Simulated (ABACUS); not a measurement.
The system is W2C.

```
W C
1.0
     3.07005    0.00000    0.00000
    -1.53502    2.65874    0.00000
     0.00000    0.00000    4.67843
W C
2 1
Direct
  0.66667 0.33333 0.25367
  0.33333 0.66667 0.74633
  0.00000 0.00000 0.00000
```

The cell comes from a database or a generator and needn't be the stable form of this composition.

| Item | Value |
| --- | --- |
| Program | ABACUS 3.10.1 |
| Task | single point |
| Functional | PBE |
| Potentials or basis | PseudoDojo NC SR 0.4.1 PBE standard |
| Cutoff | 1116 eV |
| Density cutoff | 4463 eV |
| Basis | plane waves |
| k mesh | 10 × 10 × 6 |
| Occupations | fermi-dirac, width 0.05 eV |
| Spin | no spin polarisation |

On this cell: pressure -1.7 GPa; largest force 0.044 eV/Å; band gap on the k mesh none (metal or under the smearing width).

The same run follows on a disturbed copy (atoms moved at random, drawn with an rms of 0.05 Å):

```
W C
1.0
     3.07005    0.00000    0.00000
    -1.53502    2.65874    0.00000
     0.00000    0.00000    4.67843
W C
2 1
Direct
  0.67577 0.34560 0.24777
  0.31756 0.65626 0.74355
  0.99988 0.00368 0.99864
```

**Question.** What does the disturbed cell give?

**Answer.** The energy (extrapolated to zero smearing) moves by +4.6 meV/atom; pressure -0.8 GPa; largest force 0.470 eV/Å; band gap on the k mesh none (metal or under the smearing width).

Forces on the atoms (eV/Å):
```
W   -0.118 -0.230  0.392
W    0.188  0.342 -0.172
C   -0.070 -0.112 -0.220
```

Stress tensor (GPa, compression positive):
```
-2.12 -0.53 -1.21
-0.53 -0.27 -2.03
-1.21 -2.03 -0.09
```

Caveats: there are fewer bands than atomic start orbitals, so a level may be missed at k points of high symmetry.
